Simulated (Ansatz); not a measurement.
Method: Ansatz 0.2.0, DFT PBE, scalar-relativistic, plane waves, PAW. Settings: cutoff 420 eV, Γ-centred meshes spaced at most about 0.3 Å⁻¹, and about 0.25 Å⁻¹ or finer for metals (2π included), Gaussian smearing. Spin is collinear.

These are static total energies at zero pressure.

Two relaxed structures of Mn2AlCu3:

A. (parallel moments up to 3.6 μB)

```xyz
6
Lattice="4.7317 0.0000 0.0000 -2.3659 4.0978 0.0000 0.0000 0.0000 7.5562" Properties=species:S:1:pos:R:3 pbc="T T T"
Al    0.0000    0.0000    0.0000
Mn    0.0000    0.0000    5.0158
Mn    0.0000    0.0000    2.5405
Cu    2.3659    0.0000    3.7781
Cu   -1.1829    2.0489    3.7781
Cu    1.1829    2.0489    3.7781
```

B. (parallel moments up to 3.9 μB)

```xyz
6
Lattice="3.4195 -4.6448 0.0000 3.4195 4.6448 0.0000 0.0000 0.0000 4.6708" Properties=species:S:1:pos:R:3 pbc="T T T"
Al    3.4195    0.0000    2.3354
Mn    1.7098    2.3224    2.3354
Mn    1.7098   -2.3224    2.3354
Cu    5.7310    0.0000    2.3354
Cu    1.1080    0.0000    2.3354
Cu    3.4195    0.0000    0.0000
```

Task: Which is lower in energy, and by how much?

Result: A is lower, by 221 meV/atom. A has space group P6/mmm (No. 191), 24.4 Å³/atom and no gap on its mesh; B has space group Cmmm (No. 65), 24.7 Å³/atom and no gap. Counting all near atoms (those within 1.25 times the shortest distance at each site; a plus sign parts nearer from farther groups; a slash parts the counts of unlike sites), A has Mn 8, Al 2, Cu 4+4 and B has Mn 2+2, Al 4+4, Cu 2/4. Even the lower one lies +0.86 eV/atom against the reference forms of the elements (uncorrected), so neither is stable at this level. In A, Al is surrounded by 2 Mn at 2.54 Å; Mn has 1 Mn at 2.48 Å, 1 Al at 2.54 Å and 6 Cu at 2.67 Å; Cu has 4 Cu at 2.37 Å and 4 Mn at 2.67 Å. In B, around Al lie 4 Cu at 2.31–2.34 Å and 4 Mn at 2.88 Å; Mn has 2 Cu at 2.40 Å and 2 Al at 2.88 Å; Cu on a site of symmetry 2mm is surrounded by 1 Cu at 2.22 Å, 1 Al at 2.31 Å and 2 Mn at 2.40 Å; 1 more site not described. Both come from invented guesses. The lowest form computed isn't among them: it has space group R-3m (No. 166), 13.3 Å³/atom, is reached from a Materials Project cell and lies 0.89 eV/atom below the best shown.

Another magnetic order may lie lower. Cells relaxed within their symmetry can be saddle points. Some types were kept out of the candidates beforehand, so the set may lack a known form.
